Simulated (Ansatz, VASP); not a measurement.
Cd in VASP and in Ansatz

File INCAR:

```
ALGO = Fast
EDIFF = 1E-7
ENCUT = 520
GGA = PS
ISIF = 2
ISMEAR = 0
LASPH = True
LCHARG = False
LREAL = False
LWAVE = False
NBANDS = 12
NELM = 100
PREC = Accurate
SIGMA = 0.15
```

Contents of KPOINTS:

```
k-points
0
Gamma
  18 18 18
```

POSCAR

```
Cd
1.0
    0.0000000000      2.1737867550      2.2181497500
    2.2181497500      0.0000000000      2.2181497500
    2.2181497500      2.1737867550      0.0000000000
Cd
1
Direct
    0.0000000000      0.0000000000      0.0000000000
```

Input for Ansatz:

```yaml
crystal:
  lattice:
    - [0.0, 2.173786755, 2.21814975]
    - [2.21814975, 0.0, 2.21814975]
    - [2.21814975, 2.173786755, 0.0]
  atoms:
    - { symbol: Cd, position: [0.0, 0.0, 0.0] }
basis:
  ecutwfc: 420
kpoints:
  mp_grid: { grid: [18, 18, 18] }
hamiltonian:
  xc: pbesol
scf:
  occupations: { method: gaussian, width: 0.15 }
output:
  forces: true
  stress: true
  eigenvalues: true
```

Change from the starting cell: strain -0.0200 x Voigt [0, 1, 0, 0, 0, 0], atoms carried along.

Alike in both runs: task single point; functional PBEsol; k mesh 18 × 18 × 18; occupations gaussian, width 0.15 eV; no spin polarisation.

|  | VASP | Ansatz |
| --- | --- | --- |
| version | VASP 6.6.1 | Ansatz 0.2.0 |
| potentials or method | VASP PAW PBE potentials, release 64 (Cd) | scalar-relativistic, plane waves, PAW |
| plane-wave cutoff (eV) | 520 | 420 |
| valence electrons in the cell | 12 | 20 |

|  | VASP | Ansatz | Ansatz less VASP |
| --- | --- | --- | --- |
| gap on the k mesh at the Fermi level (eV) | none | none | - |
| pressure (GPa) | -0.8 | -1.1 | -0.35 |
| largest component of the traceless stress (GPa) | 0.38 | 0.38 | -0.003 |

A gap of «none» marks a metal or a gap that the smearing closes. The two sets of potentials don't hold the same shells in valence.

Caveats: the PAW data sets were made with another functional, which shifts forces and pressure a little (VASP).
